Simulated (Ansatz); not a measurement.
# Te2Mo: the cost of one run

Computed with Ansatz 0.2.0 (DFT PBE+D3(BJ), scalar-relativistic, plane waves, PAW, unless a step's input says otherwise).

1 further run of the same task is left out (set aside as unsound or not needed).

### 1 The starting structure

It takes space group P6_3/mmc (No. 194, hexagonal). Conventional cell: a = 3.496 Å, b = 3.496 Å, c = 13.701 Å, α = 90.00°, β = 90.00°, γ = 120.00°. Around Te (site symmetry 3m) lie 3 Mo at 2.72 Å. Mo (site symmetry -6m2) has 6 Te at 2.72 Å as nearest neighbours.

Coordinates:

```
Te Mo
1.0
     3.49640    0.00000    0.00000
    -1.74820    3.02797    0.00000
     0.00000    0.00000   13.70084
Te Mo
4 2
Direct
  0.33333 0.66667 0.61734
  0.66667 0.33333 0.11734
  0.33333 0.66667 0.88266
  0.66667 0.33333 0.38266
  0.33333 0.66667 0.25000
  0.66667 0.33333 0.75000
```

This cell was relaxed beforehand with the same method: volume 24.18 Å³/atom, gap on the mesh 0.65 eV.

### 2 Zero of energy

The reference gives a free energy of -37836.6380 eV, pressure -0.01 GPa, largest force 0.005 eV/Å and gap on the mesh 0.65 eV. It was computed beforehand with the settings of the runs below.

### 3 The scan: energy and stress against strain

The cell is strained by ε times the Voigt pattern (0, 0, 0, 0, 0, 1) (xx, yy, zz, yz, xz, xy; engineering shear), with fractional coordinates fixed (clamped ions). The stress on the pattern is the sum of the stress components weighted by it, tension positive.

### 4 At ε = -0.1500

Contents of input.yaml:

```yaml
crystal:
  lattice:
    - [3.4964011497, -0.2622300863, 0.0]
    - [-1.9752984911, 3.1590872606, 0.0]
    - [0.0, 0.0, 13.7008448353]
  atoms:
    - { symbol: Te, position: [0.3333333333, 0.6666666667, 0.6173401526] }
    - { symbol: Te, position: [0.6666666667, 0.3333333333, 0.1173401526] }
    - { symbol: Te, position: [0.3333333333, 0.6666666667, 0.8826598474] }
    - { symbol: Te, position: [0.6666666667, 0.3333333333, 0.3826598474] }
    - { symbol: Mo, position: [0.3333333333, 0.6666666667, 0.25] }
    - { symbol: Mo, position: [0.6666666667, 0.3333333333, 0.75] }
basis:
  ecutwfc: 420
kpoints:
  mp_grid: { grid: [12, 12, 2] }
hamiltonian:
  xc: pbe
  dispersion: d3bj
scf:
  occupations: { method: gaussian, width: 0.05 }
output:
  forces: true
  stress: true
  eigenvalues: true
  write_density: true
  write_potential: true
  elf: true
  volumetric_format: npy
```

The run is started by

```console
$ ansatz run input.yaml --threads 1 --pin off --max-ram 2560MiB --backend cpu --events-out ev --progress --plain --runs-dir out
```

**Question.** How long does this run take on 1 thread of Intel Xeon Platinum 8259CL at 2.50GHz (Skylake/Cascade Lake), shared host, and how much memory does it need?

About 73 s, with a peak of 0.98 GiB.
